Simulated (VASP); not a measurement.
Runs of VASP 6.6.1 on Cu3Au (Auricupride). Symmetry: Pm-3m, No. 221, cubic system. Conventional cell: a = 3.740 Å, b = 3.740 Å, c = 3.740 Å, α = 90.00°, β = 90.00°, γ = 90.00°. Au (site symmetry m-3m) has 12 Cu at 2.64 Å as nearest neighbours. Around Cu (site symmetry 4/mmm) lie 4 Au at 2.64 Å and 8 Cu at 2.64 Å. 

| task | level | smearing | further INCAR settings | pressure (GPa) |
| --- | --- | --- | --- | --- |
| band structure | TPSS | fermi-dirac 0.05 eV | ALGO = Normal; EDIFF = 1e-07 | -0.5 |
| band structure | MS2 | fermi-dirac 0.05 eV | ALGO = Normal; EDIFF = 1e-06 | -6.3 |
| single point | PBE | gaussian 0.012 eV | ALGO = Normal; EDIFF = 1e-06 | 5.3 |
| band structure | revTPSS | fermi-dirac 0.05 eV | ALGO = Normal; EDIFF = 1e-07 | (a) |

Alike in all rows: potentials or basis VASP PAW PBE potentials, release 64 (Au, Cu); no spin polarisation; cell as given; k mesh 7 × 7 × 7; cutoff (eV) 520.

Task: Fill in the values left out.

Result: (a) -4.0.

Caveats: the PAW data sets were made with another functional, which shifts forces and pressure a little (some runs).
